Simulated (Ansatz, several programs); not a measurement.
An ordered 8-atom cell of Al3GaN4 on the zincblende lattice (P-4m2), relaxed with PBE in Ansatz (plane waves, PAW): it is tetragonal, P-4m2 (No. 115); a = 3.142 Å, c = 8.861 Å in the conventional setting, 10.93 Å³ an atom. Al is surrounded by 4 N at 1.90–1.91 Å; N is surrounded by 4 Al at 1.91 Å; Al is surrounded by 4 N at 1.91 Å; N is surrounded by 2 Al at 1.90 Å and 2 Ga at 1.96 Å; Ga is surrounded by 4 N at 1.96 Å. The cell was then scaled with its shape and fractional coordinates held, which makes it stiffer than a relaxed compression. Computed, not measured; no magnetism was allowed, and whether the structure is a known phase isn't checked.

```csv
V (Å³/atom),E (meV/atom)
10.277,25.63
10.605,6.11
10.933,0.00
11.589,20.93
```

Q: Pass a cubic E = c₀ + c₁u + c₂u² + c₃u³, with u = V − 10.851 Å³, through these points.

A: c₀ = 0.37, c₁ = -9.025, c₂ = 56.154, c₃ = -8.3599 (meV and Å³).

Q: Where is the minimum, and what bulk modulus follows?

A: dE/du = 0 at u = +0.082, so V₀ = 10.93 Å³. B = V₀ d²E/dV² = 10.93 × (2c₂ + 6c₃u) = 10.93 × 108.202 = 1183 meV/Å³, and 1 meV/Å³ is 0.16022 GPa: 190 GPa. A third-order Birch-Murnaghan fit to all five points gives 10.93 Å³ and 188 GPa.

Q: Predict the energy and the pressure at the withheld volume, 11.261 Å³.

A: With u = +0.410: E ≈ 5.53 meV and P = −dE/dV ≈ -5.26 GPa. The run gives 5.52 meV and, from its stress, -5.23 GPa.
